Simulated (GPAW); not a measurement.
Crystal: MnO.

```xyz
2
Lattice="0.0000 2.2220 2.2220 2.2220 0.0000 2.2220 2.2220 2.2220 0.0000" Properties=species:S:1:pos:R:3 pbc="T T T"
Mn    0.0000    0.0000    0.0000
O     2.2220    2.2220    2.2220
```

Base run:

```yaml
Program: GPAW 26.7.0
Functional: r2SCAN
Potentials_or_basis: GPAW PAW data sets (gpaw-data 1.2.1)
Cutoff: 800 eV
Basis: pw
k_mesh: 7 × 7 × 7
Occupations: fermi-dirac, width 0.05 eV
Spin: collinear spin, ferromagnetic start
Starting_moments: "[4.0, 0.0] μB"
Hubbard_terms: Mn d U = 3 eV
```

Its results: band gap on the k mesh 0.72 eV, indirect (least direct gap 3.23 eV); pressure 6.2 GPa; net moment 5.00 μB per cell; site moments Mn +4.54; O +0.15 μB.

**Question.** After a change of settings the same cell gave: band gap on the k mesh 1.40 eV, indirect (least direct gap 3.29 eV); pressure 8.1 GPa; net moment 5.00 μB per cell; site moments Mn +4.61; O +0.11 μB. Which change was it?
A. hubbard terms from Mn d U = 3 eV to Mn d U = 6 eV
B. hubbard terms from Mn d U = 3 eV to Mn d U = 8 eV
C. hubbard terms from Mn d U = 3 eV to none

**Answer.** A.

Caveats: the PAW data sets were made with another functional, which shifts forces and pressure a little; an odd mesh through Γ misses points on the zone boundary, where band edges often lie; a cell with one magnetic atom can't hold antiferromagnetic order, which such compounds often take.
